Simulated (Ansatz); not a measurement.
```yaml
crystal:
  lattice:
    - [1.8502026362, -7.3016039691, 0.0]
    - [1.8502026362, 7.3016039691, 0.0]
    - [0.0, 0.0, 3.640881327]
  atoms:
    - { symbol: Hf, position: [0.604, 0.396, 0.25] }
    - { symbol: Hf, position: [0.396, 0.604, 0.75] }
    - { symbol: Si, position: [0.939, 0.061, 0.25] }
    - { symbol: Si, position: [0.061, 0.939, 0.75] }
    - { symbol: Si, position: [0.25, 0.75, 0.25] }
    - { symbol: Si, position: [0.75, 0.25, 0.75] }
basis:
  ecutwfc: 420
  ecutrho_ratio: 4
kpoints:
  mp_grid: { grid: [6, 6, 6] }
hamiltonian:
  xc: pbe
scf:
  occupations: { method: gaussian, width: 0.05 }
output:
  forces: true
  stress: true
  eigenvalues: true
relax:
  f_tol: 0.03
  max_steps: 60
  cell: { stress_tol: 0.3 }
```

**Question.** What does this Ansatz input ask for?

**Answer.** It asks for a full relaxation of cell and atoms of HfSi2 with PBE (scalar-relativistic), a cutoff of 420 eV (density cutoff 4 times that), a Γ-centred 6×6×6 mesh and Gaussian smearing of 0.05 eV, without spin polarisation. Stop at forces under 0.03 eV/Å and stress under 0.3 GPa, or after 60 steps. Forces, stress and eigenvalues are wanted.

**Question.** How large is the problem?

**Answer.** 68 valence electrons, 1927 plane waves at Γ (in the final cell), 8 symmetry operations and 52 irreducible k-points; it took 31 SCF iterations in all.

Launched as:
```sh
ansatz run input.yaml --threads 4 --pin off --max-ram 7168MiB --backend cpu --events-out ev --progress --plain --runs-dir out
```

**Question.** About how long does the run take on 4 threads of AMD EPYC 7R43 64-Core Processor (Zen 3) (shared host), and how much memory does it need?

**Answer.** About 13 s, with a peak of 0.57 GiB.

The start was a prototype's sites filled with these elements; the Crystallography Open Database holds the compound in this structure.
